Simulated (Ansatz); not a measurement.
CsI:
```
CsI
1.0
    4.40138     0.00000     0.00000
    0.00000     4.40138     0.00000
    0.00000     0.00000     4.40138
Cs I
1 1
Direct
  0.00000   0.00000   0.00000
  0.50000   0.50000   0.50000
```

Relaxed with LDA.

Problem. Give the optical modes at the zone centre with their infrared and Raman activity from DFPT, DFT-LDA in the program Ansatz with PAW potentials.

Solution. Transverse frequencies, without the LO–TO term; a row sums one degenerate level.

```tsv
ω (cm⁻¹)	degeneracy	IR ((D/Å)²/amu)	Raman (Å⁴/amu)	activity	symmetry
68	3	1.85	0	IR	T1u
```

Problem. How high does the top mode go among those that the LO–TO term moves?

Solution. 94 cm⁻¹ for q along x.

Space group Pm-3m (CsCl type). The cell was relaxed with LDA under the symmetry of its start; phonons on a q-mesh show no instability. Scalar-relativistic: spin–orbit coupling is off unless named, which matters more the heavier the elements.

Potentials: the later of the program's two PAW sets.
